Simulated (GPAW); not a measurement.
# Does In15CoAs16 (InAs32 Co1) carry moments in GPAW?

Wanted: the moments of In15CoAs16 (InAs32 Co1) and the energy gained by spin polarisation.

Method: PBE; plane waves with GPAW's PAW setups, scalar-relativistic, in GPAW 26.7.0.

## Step 1: Set-up

Symmetry: P-42m, No. 111, tetragonal system. The conventional cell has a = 12.116 Å, b = 12.116 Å, c = 6.058 Å, α = 90.00°, β = 90.00°, γ = 90.00°. Nearest to Co lie 4 As at 2.62 Å. As has 3 In at 2.62 Å and 1 Co at 2.62 Å nearest. Nearest to In lie 4 As at 2.62 Å. Nearest to As lie 4 In at 2.62 Å. In has 4 As at 2.62 Å nearest. Nearest to As lie 4 In at 2.62 Å. substitutional dopants on the host's lattice, its constants typed without a cited source, atoms not relaxed. Farther neighbours are not listed.

The cell is a made-up one and need not be a known phase.

## Step 2: Start 1: ferro +

Parallel moments need no larger cell; this start tests for a ferromagnetic state only.

Input file order1.py:

```python
import json
import numpy as np
from ase import Atoms
from ase.parallel import paropen, parprint
from gpaw import GPAW

atoms = Atoms(['Co', 'As', 'In', 'As', 'In', 'As', 'In', 'As', 'In', 'As', 'In', 'As', 'In', 'As', 'In', 'As', 'In', 'As', 'In', 'As', 'In', 'As', 'In', 'As', 'In', 'As', 'In', 'As', 'In', 'As', 'In', 'As'],
    cell=[[12.116, 0.0, 0.0],
         [0.0, 12.116, 0.0],
         [0.0, 0.0, 6.058]],
    scaled_positions=[[0.0, 0.0, 0.0],
         [0.125, 0.125, 0.25],
         [0.0, 0.25, 0.5],
         [0.125, 0.375, 0.75],
         [0.25, 0.0, 0.5],
         [0.375, 0.125, 0.75],
         [0.25, 0.25, 0.0],
         [0.375, 0.375, 0.25],
         [0.0, 0.5, 0.0],
         [0.125, 0.625, 0.25],
         [0.0, 0.75, 0.5],
         [0.125, 0.875, 0.75],
         [0.25, 0.5, 0.5],
         [0.375, 0.625, 0.75],
         [0.25, 0.75, 0.0],
         [0.375, 0.875, 0.25],
         [0.5, 0.0, 0.0],
         [0.625, 0.125, 0.25],
         [0.5, 0.25, 0.5],
         [0.625, 0.375, 0.75],
         [0.75, 0.0, 0.5],
         [0.875, 0.125, 0.75],
         [0.75, 0.25, 0.0],
         [0.875, 0.375, 0.25],
         [0.5, 0.5, 0.0],
         [0.625, 0.625, 0.25],
         [0.5, 0.75, 0.5],
         [0.625, 0.875, 0.75],
         [0.75, 0.5, 0.5],
         [0.875, 0.625, 0.75],
         [0.75, 0.75, 0.0],
         [0.875, 0.875, 0.25]],
    pbc=True,
    magmoms=[3.0, 0.0, 0.0, 0.0, 0.0, 0.0, 0.0, 0.0, 0.0, 0.0, 0.0, 0.0, 0.0, 0.0, 0.0, 0.0, 0.0, 0.0, 0.0, 0.0, 0.0, 0.0, 0.0, 0.0, 0.0, 0.0, 0.0, 0.0, 0.0, 0.0, 0.0, 0.0])
atoms.calc = GPAW(mode={'name': 'pw', 'ecut': 450},
    xc='PBE',
    kpts={'size': (3, 3, 5), 'gamma': True},
    occupations={'name': 'fermi-dirac', 'width': 0.05},
    convergence={'density': 1e-05, 'energy': 1e-05},
    maxiter=200,
    mixer={'name': 'pulay', 'beta': 0.05, 'nmaxold': 6, 'weight': 50},
    symmetry={'tolerance': 1e-4},
    txt='order1.txt')
e = atoms.get_potential_energy(force_consistent=True)
res = {'free_energy': e, 'energy_sigma0': atoms.get_potential_energy(), 'fermi_energy': atoms.calc.get_fermi_level()}
res['moments'] = atoms.get_magnetic_moments().tolist()
res['total'] = atoms.get_magnetic_moment()
parprint('site moments (muB):', np.round(res['moments'], 3))
parprint(f"total moment: {res['total']:.3f} muB")
parprint(f'free energy: {e:.6f} eV')
atoms.calc.write('order1.gpw')
with paropen('results.json', 'w') as f:
    json.dump(res, f)
```

On the command line:

```sh
$ OMP_NUM_THREADS=1 mpirun -n 4 gpaw python order1.py > order1.log
```

Numbers of over 12 decimals in the logs are rounded to 6 here.

What it wrote:

```text
site moments (muB): [ 2.033e+00  2.000e-03  3.000e-03 -5.000e-03  3.000e-03 -5.000e-03
  1.000e-03 -7.000e-03  2.000e-03 -5.000e-03  3.000e-03  2.000e-03
 -0.000e+00 -7.000e-03  1.000e-03 -5.000e-03  2.000e-03 -5.000e-03
 -0.000e+00 -7.000e-03  3.000e-03  2.000e-03  1.000e-03 -5.000e-03
  1.000e-03 -7.000e-03 -0.000e+00 -5.000e-03 -0.000e+00 -5.000e-03
  1.000e-03  2.000e-03]
total moment: 2.220 muB
free energy: -129.011736 eV

--- order1.txt ---
Input parameters:
  mode=PW(ecut=450),
  convergence={'density': 1e-05, 'energy': 1e-05},
  kpts=MonkhorstPack(size=(3, 3, 5), gamma=True),
  maxiter=200,
  mixer=Pulay(name='pulay', nmaxold=6, beta=0.05, weight=50, sigma=0.015, g_ss=None),
  occupations=Occupations(name='fermi-dirac', width=0.05),
  symmetry=Symmetry(tolerance=0.0001),
  xc=XC(name='PBE')

Diagonalizing LCAO Hamiltonian
Converting LCAO to pw mode
        .-----------------------------.
       /|                             |
      / |                             |
     /  |  As             As          |
    /   |        As             As    |
   /  In|            In               |
  /    As         As  As         As   |
 *      .---In-------------In---------.
 |     / As  As         As  As       /
 | In /       In  In         In     /
 |   In In     As   In  In    As   /
 |  / As             As           /
 | /      In             In      /
 |/                             /
 Co-------------In-------------*

Atoms  # Å, Bohr magnetons
|    | symbol |         x |         y |        z |    initial magnetic moments |
|----|--------|-----------|-----------|----------|-----------------------------|
|  0 |     Co |  0.000000 |  0.000000 | 0.000000 | ( 0.0000,  0.0000,  3.0000) |
|  1 |     As |  1.514500 |  1.514500 | 1.514500 | ( 0.0000,  0.0000,  0.0000) |
|  2 |     In |  0.000000 |  3.029000 | 3.029000 | ( 0.0000,  0.0000,  0.0000) |
|  3 |     As |  1.514500 |  4.543500 | 4.543500 | ( 0.0000,  0.0000,  0.0000) |
|  4 |     In |  3.029000 |  0.000000 | 3.029000 | ( 0.0000,  0.0000,  0.0000) |
|  5 |     As |  4.543500 |  1.514500 | 4.543500 | ( 0.0000,  0.0000,  0.0000) |
|  6 |     In |  3.029000 |  3.029000 | 0.000000 | ( 0.0000,  0.0000,  0.0000) |
|  7 |     As |  4.543500 |  4.543500 | 1.514500 | ( 0.0000,  0.0000,  0.0000) |
|  8 |     In |  0.000000 |  6.058000 | 0.000000 | ( 0.0000,  0.0000,  0.0000) |
|  9 |     As |  1.514500 |  7.572500 | 1.514500 | ( 0.0000,  0.0000,  0.0000) |
| 10 |     In |  0.000000 |  9.087000 | 3.029000 | ( 0.0000,  0.0000,  0.0000) |
| 11 |     As |  1.514500 | 10.601500 | 4.543500 | ( 0.0000,  0.0000,  0.0000) |
| 12 |     In |  3.029000 |  6.058000 | 3.029000 | ( 0.0000,  0.0000,  0.0000) |
| 13 |     As |  4.543500 |  7.572500 | 4.543500 | ( 0.0000,  0.0000,  0.0000) |
| 14 |     In |  3.029000 |  9.087000 | 0.000000 | ( 0.0000,  0.0000,  0.0000) |
| 15 |     As |  4.543500 | 10.601500 | 1.514500 | ( 0.0000,  0.0000,  0.0000) |
| 16 |     In |  6.058000 |  0.000000 | 0.000000 | ( 0.0000,  0.0000,  0.0000) |
| 17 |     As |  7.572500 |  1.514500 | 1.514500 | ( 0.0000,  0.0000,  0.0000) |
| 18 |     In |  6.058000 |  3.029000 | 3.029000 | ( 0.0000,  0.0000,  0.0000) |
| 19 |     As |  7.572500 |  4.543500 | 4.543500 | ( 0.0000,  0.0000,  0.0000) |
| 20 |     In |  9.087000 |  0.000000 | 3.029000 | ( 0.0000,  0.0000,  0.0000) |
| 21 |     As | 10.601500 |  1.514500 | 4.543500 | ( 0.0000,  0.0000,  0.0000) |
| 22 |     In |  9.087000 |  3.029000 | 0.000000 | ( 0.0000,  0.0000,  0.0000) |
| 23 |     As | 10.601500 |  4.543500 | 1.514500 | ( 0.0000,  0.0000,  0.0000) |
| 24 |     In |  6.058000 |  6.058000 | 0.000000 | ( 0.0000,  0.0000,  0.0000) |
| 25 |     As |  7.572500 |  7.572500 | 1.514500 | ( 0.0000,  0.0000,  0.0000) |
| 26 |     In |  6.058000 |  9.087000 | 3.029000 | ( 0.0000,  0.0000,  0.0000) |
| 27 |     As |  7.572500 | 10.601500 | 4.543500 | ( 0.0000,  0.0000,  0.0000) |
| 28 |     In |  9.087000 |  6.058000 | 3.029000 | ( 0.0000,  0.0000,  0.0000) |
| 29 |     As | 10.601500 |  7.572500 | 4.543500 | ( 0.0000,  0.0000,  0.0000) |
| 30 |     In |  9.087000 |  9.087000 | 0.000000 | ( 0.0000,  0.0000,  0.0000) |
| 31 |     As | 10.601500 | 10.601500 | 1.514500 | ( 0.0000,  0.0000,  0.0000) |

Unit cell  # Å
| periodic |         x |         y |        z |   lengths |    angles |
|----------|-----------|-----------|----------|-----------|-----------|
|      yes | 12.116000 |  0.000000 | 0.000000 | 12.116000 | 90.000000 |
|      yes |  0.000000 | 12.116000 | 0.000000 | 12.116000 | 90.000000 |
|      yes |  0.000000 |  0.000000 | 6.058000 |  6.058000 | 90.000000 |

Number of symmetries: 8

BZ-sampling:
  Number of BZ points: 45
  Number of IBZ points: 9

  Monkhorst-Pack size: [3, 3, 5]
  Monkhorst-Pack shift: [0, 0, 0]

K-points  # in reciprocal-cell coordinates
|   |                                coordinates |     weight |
|---|--------------------------------------------|------------|
| 0 | (  0.00000000,   0.00000000,   0.00000000) | 0.02222222 |
| 1 | (  0.00000000,   0.00000000,   0.20000000) | 0.04444444 |
| 2 | (  0.00000000,   0.00000000,   0.40000000) | 0.04444444 |
| 3 | (  0.33333333,   0.00000000,   0.00000000) | 0.08888889 |
| 4 | (  0.33333333,   0.00000000,   0.20000000) | 0.17777778 |
| 5 | (  0.33333333,   0.00000000,   0.40000000) | 0.17777778 |
| 6 | (  0.33333333,   0.33333333,   0.00000000) | 0.08888889 |
| 7 | (  0.33333333,   0.33333333,   0.20000000) | 0.17777778 |
| 8 | (  0.33333333,   0.33333333,   0.40000000) | 0.17777778 |

Plane wave coefficients: 19320
Cutoff: 450.000000 eV

Spin-components: 2 (collinear spins)
Bands:           177
Projectors:      176
Spin-degeneracy: 1
Datatype:        complex128

Parallelization:
  kpt:    4
  domain: 1
  band:   1

Density:
  Valence electrons: 284.0
  Components: 2
  Grid points: [60 60 30]
  Charge: 0.0  # |e|

Potential:
  Grid points: [60 60 30]

species:
  Co:
    name:    Cobalt
    Z:       27.0
    valence: 9
    core:    18
    charge:  0.0  # [|e|]
    compensation charges:
      type: gauss
      rc: 0.32  # [Å]
      lmax: 2
    cutoffs:
      filter: 1.87  # [Å]
      core: 2.55  # [Å]
    projectors
    | kind |    occ | energy [eV] | rcut [Å] |
    |------|--------|-------------|----------|
    |   4s |  2.000 |      -5.469 |    1.005 |
    |   4p |  0.000 |      -1.277 |    1.058 |
    |   3d |  7.000 |      -8.205 |    1.005 |
    |    s |        |      21.742 |    1.005 |
    |    p |        |      25.934 |    1.058 |
    |    d |        |      19.007 |    1.005 |

    Using partial waves for Co as LCAO basis

  As:
    name:    Arsenic
    Z:       33.0
    valence: 5
    core:    28
    charge:  0.0  # [|e|]
    compensation charges:
      type: gauss
      rc: 0.33  # [Å]
      lmax: 2
    cutoffs:
      filter: 1.87  # [Å]
      core: 2.96  # [Å]
    projectors
    | kind |    occ | energy [eV] | rcut [Å] |
    |------|--------|-------------|----------|
    |   4s |  2.000 |     -14.487 |    1.058 |
    |   4p |  3.000 |      -5.196 |    1.058 |
    |    s |        |      12.725 |    1.058 |
    |    p |        |      22.016 |    1.058 |
    |    d |        |       0.000 |    1.058 |

    Using partial waves for As as LCAO basis

  In:
    name:    Indium
    Z:       49.0
    valence: 13
    core:    36
    charge:  0.0  # [|e|]
    compensation charges:
      type: gauss
      rc: 0.36  # [Å]
      lmax: 2
    cutoffs:
      filter: 2.09  # [Å]
      core: 2.48  # [Å]
    projectors
    | kind |    occ | energy [eV] | rcut [Å] |
    |------|--------|-------------|----------|
    |   5s |  2.000 |      -8.203 |    1.185 |
    |   5p |  1.000 |      -2.521 |    1.244 |
    |   4d | 10.000 |     -18.629 |    1.148 |
    |    s |        |      19.008 |    1.185 |
    |    p |        |      24.691 |    1.244 |
    |    d |        |       8.583 |    1.148 |

    Using partial waves for In as LCAO basis

Reference energy: -3421581.582410  # eV

eigensolver:
  PPCG
  Converge bands: occupied
  niter=2

density mixing:
  Pulay-Mixer
  Linear mixing parameters: 0.05
  Old densities: 6
  Fourier metric: weight=50, sigma=0.015

occupation numbers:
  Fermi-Dirac:
    width: 0.0500  # eV

poisson solver:
  ecut: 3600.000000  # eV

xc functional:
  name: PBE with 2 nearest neighbor stencil

convergence criteria:
- Maximum integral of absolute [dens]ity change: 1e-05 electrons / valence electron
- Maximum [total energy] change in last 3 cyles: 1e-05 eV / valence electron
- Maximum integral of absolute [eigenst]ate change: 4e-08 eV^2 / valence electron
maximum number of iterations: 200

SCF iterations
|iter     |      energy | eigst |  dens |  magmom |
|---------|-------------|-------|-------|---------|
|iter:   1|       0s | -132.527337 | -0.32 |       |  +3.0065|
|iter:   2|      43s | -131.365072 | -1.62 | -1.11 |  +2.9541|
|iter:   3|      85s | -130.774647 | -2.60 | -1.17 |  +2.9919|
|iter:   4|     130s | -128.814794 | -1.47 | -1.21 |  +3.0845|
|iter:   5|     175s | -128.899828 | -2.34 | -1.53 |  +3.0876|
|iter:   6|     217s | -128.954144 | -2.50 | -1.61 |  +2.9128|
|iter:   7|     258s | -128.958330 | -3.49 | -2.29 |  +2.9135|
|iter:   8|     299s | -128.955270 | -3.89 | -2.17 |  +2.8469|
|iter:   9|     340s | -128.955380 | -4.78 | -2.37 |  +2.8399|
|iter:  10|     380s | -128.960155 | -4.34 | -2.40 |  +2.7646|
[... 13 iterations left out ...]
|iter:  24|     934s | -128.984554c| -7.75c| -4.15 |  +2.2280|
|iter:  25|     967s | -128.984590c| -7.65c| -4.23 |  +2.2252|
|iter:  26|     987s | -128.984601c| -8.15c| -4.39 |  +2.2242|
|iter:  27|    1008s | -128.984618c| -7.65c| -4.49 |  +2.2231|
|iter:  28|    1028s | -128.984625c| -8.26c| -4.69 |  +2.2225|
|iter:  29|    1049s | -128.984631c| -8.58c| -4.73 |  +2.2219|
|iter:  30|    1072s | -128.984638c| -8.38c| -4.77 |  +2.2215|
|iter:  31|    1094s | -128.984638c| -8.72c| -4.92 |  +2.2214|
|iter:  32|    1116s | -128.984642c| -8.87c| -4.95 |  +2.2212|
|iter:  33|    1138s | -128.984650c| -8.36c| -5.06c|  +2.2205|

Converged in 33 steps
Energy contributions relative to reference atoms: (reference = -3421581.582410)

Energy contributions:
  Kinetic:         397.437123
  Coulomb:        -367.585546
  Zero:              3.368605
  External:          0.000000
  Xc:             -162.177746
  Entropy:          -0.054171
  Spinorbit:         0.000000
  ----------------------------
  Free energy:    -129.011736
  Extrapolated:   -128.984650

dipole moment: (-154.590954, -154.590954, -158.749299)  # |e|*Ang

Total magnetic moment: (0.000000, 0.000000, 2.220464)

Local magnetic moments
|        x |        y |         z |
|----------|----------|-----------|
| 0.000000 | 0.000000 |  2.032989 |  # Co   0
| 0.000000 | 0.000000 |  0.001922 |  # As   1
| 0.000000 | 0.000000 |  0.003314 |  # In   2
| 0.000000 | 0.000000 | -0.005409 |  # As   3
| 0.000000 | 0.000000 |  0.003314 |  # In   4
| 0.000000 | 0.000000 | -0.005409 |  # As   5
| 0.000000 | 0.000000 |  0.001316 |  # In   6
| 0.000000 | 0.000000 | -0.007181 |  # As   7
| 0.000000 | 0.000000 |  0.002280 |  # In   8
| 0.000000 | 0.000000 | -0.005409 |  # As   9
| 0.000000 | 0.000000 |  0.003314 |  # In  10
| 0.000000 | 0.000000 |  0.001922 |  # As  11
| 0.000000 | 0.000000 | -0.000404 |  # In  12
| 0.000000 | 0.000000 | -0.007181 |  # As  13
| 0.000000 | 0.000000 |  0.001316 |  # In  14
| 0.000000 | 0.000000 | -0.005409 |  # As  15
[...]
| 0.000000 | 0.000000 |  0.001316 |  # In  22
| 0.000000 | 0.000000 | -0.005409 |  # As  23
| 0.000000 | 0.000000 |  0.001397 |  # In  24
| 0.000000 | 0.000000 | -0.007181 |  # As  25
| 0.000000 | 0.000000 | -0.000404 |  # In  26
| 0.000000 | 0.000000 | -0.005409 |  # As  27
| 0.000000 | 0.000000 | -0.000404 |  # In  28
| 0.000000 | 0.000000 | -0.005409 |  # As  29
| 0.000000 | 0.000000 |  0.001316 |  # In  30
| 0.000000 | 0.000000 |  0.001922 |  # As  31

Fermi level: 4.505
Eigenvalues  # (at kpt = [0.000, 0.000, 0.000])
| band index |      eig [eV] | occ [0-1] |      eig [eV] | occ [0-1] |
|------------|---------------|-----------|---------------|-----------|
|          0 |        -9.861 |     1.000 |        -9.862 |     1.000 |
|        ... |               |           |               |           |
|        133 |         3.325 |     1.000 |         3.576 |     1.000 |
|        134 |         3.364 |     1.000 |         3.576 |     1.000 |
|        135 |         3.364 |     1.000 |         3.619 |     1.000 |
|        136 |         3.620 |     1.000 |         4.190 |     0.998 |
|        137 |         3.719 |     1.000 |         4.261 |     0.993 |
|        138 |         3.734 |     1.000 |         4.380 |     0.924 |
|        139 |         3.933 |     1.000 |         4.406 |     0.879 |
|        140 |         3.933 |     1.000 |         4.406 |     0.879 |
|        141 |         4.576 |     0.196 |         4.606 |     0.118 |
|        142 |         4.827 |     0.002 |         5.505 |     0.000 |
|        143 |         4.836 |     0.001 |         5.553 |     0.000 |
|        144 |         4.836 |     0.001 |         5.553 |     0.000 |
|        145 |         6.280 |     0.000 |         6.326 |     0.000 |
|        146 |         6.280 |     0.000 |         6.326 |     0.000 |
|        147 |         6.290 |     0.000 |         6.334 |     0.000 |
|        148 |         6.757 |     0.000 |         6.762 |     0.000 |
|        ... |               |           |               |           |
|        176 |         9.683 |     0.000 |         9.690 |     0.000 |

No gap
No difference between direct/indirect transitions
```

Elapsed: 20 min, on 4 MPI ranks of Arm Neoverse V2, shared host; peak memory 3.5 GiB.

Spin moment in the augmentation sphere by element, in μB:

```csv
element,atoms,mean,spread (r.m.s.),least,largest
Co,1,2.03,0.00,2.03,2.03
As,16,0.00,0.00,-0.01,0.00
In,15,0.00,0.00,0.00,0.00
```

The atoms farthest from the mean of their element:

```csv
atom,"x, y, z (Å)",spin moment in the augmentation sphere (μB)
As2,"1.51, 1.51, 1.51",0.00
As12,"1.51, 10.60, 4.54",0.00
As32,"10.60, 10.60, 1.51",0.00
As22,"10.60, 1.51, 4.54",0.00
As20,"7.57, 4.54, 4.54",-0.01
As26,"7.57, 7.57, 1.51",-0.01
As14,"4.54, 7.57, 4.54",-0.01
As8,"4.54, 4.54, 1.51",-0.01
```

This step gave:

```yaml
magnetization: 2.220 μB
final_state: ferromagnetic
```

After 33 cycles the largest moment stands at 2.03 μB.

(Part 1 of 2 ends here.)

[Logs and program files are shortened in this print: banners, set-up blocks, solver, clock and traceback lines can be left out without a mark of their own.]

[Logs are printed without paths, hosts, clocks, repeated set-up lines and the standing remarks that a program may print on its own settings, such as how far it seeks lower states.]

[Hosts, paths, dates, database ids (printed as entryN), source tags and the programs' standing remarks are cut or masked in the printed files.]

[Where a cell is said to come from a database of computed structures, the database is the Materials Project.]
